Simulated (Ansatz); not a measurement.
Runs of Ansatz 0.2.0 on Te2Pt (Moncheite). Symmetry: P-3m1, No. 164, trigonal system. Conventional cell: a = 4.010 Å, b = 4.010 Å, c = 5.201 Å, α = 90.00°, β = 90.00°, γ = 120.00°. Around Pt (site symmetry -3m) lie 6 Te at 2.66 Å. Around Te (site symmetry 3m) lie 3 Pt at 2.66 Å. 

```tsv
task	level	spin	cell	k mesh	points for each segment of the path	gap on the mesh (eV)	pressure (GPa)	relaxed volume (Å³/atom)	largest force (eV/Å)
relaxation of cell and atoms	RPBE	off	relaxed	8 × 8 × 5	-	0.77	0.0	41.55	0.01
band structure	PBEsol	SOC, no magnetisation	as given	6 × 6 × 4	14	none	(c)	-	(a)
band structure	RPBE	off	as given	8 × 8 × 5	14	none	(b)	-	1.07
band structure	BLYP	off	as given	8 × 8 × 5	14	none	15.6	-	1.39
band structure	revPBE	off	as given	8 × 8 × 5	14	none	10.2	-	1.05
relaxation of cell and atoms	revPBE	off	relaxed	8 × 8 × 5	-	-	0.0	27.10	-
```

Alike in all rows: potentials or basis Ansatz PAW; cutoff (eV) 420; smearing fermi-dirac 0.05 eV.

Fill in the values left out.

(a) 0.79; (b) 10.7; (c) 4.1.

Caveats: the PAW data sets come from PBE, with cores solved anew for the run's functional, which leaves a small shift of forces and pressure; spin-orbit coupling is left out, which moves the levels of the heavy elements (some runs); forces of over 1 eV/Å show positions far from the minimum, so gaps and moduli don't describe the material at rest (some runs); the plane-wave basis is chosen anew once the cell has moved, so the energies of steps on either side of that aren't comparable (some runs); the volume moved by over 15 % at a fixed basis, so the end points are rough (some runs); odd divisions of the mesh miss points on the zone boundary, where band edges often lie, so the gap on the mesh can be too wide (some runs); the volume moved by +72 % from the deposited cell, more than functionals usually miss (some runs).

A k mesh can miss the band edges, and rows without SOC leave out spin-orbit coupling on Pt, Te.

A gap of «none» marks a metal or a gap under the smearing width.
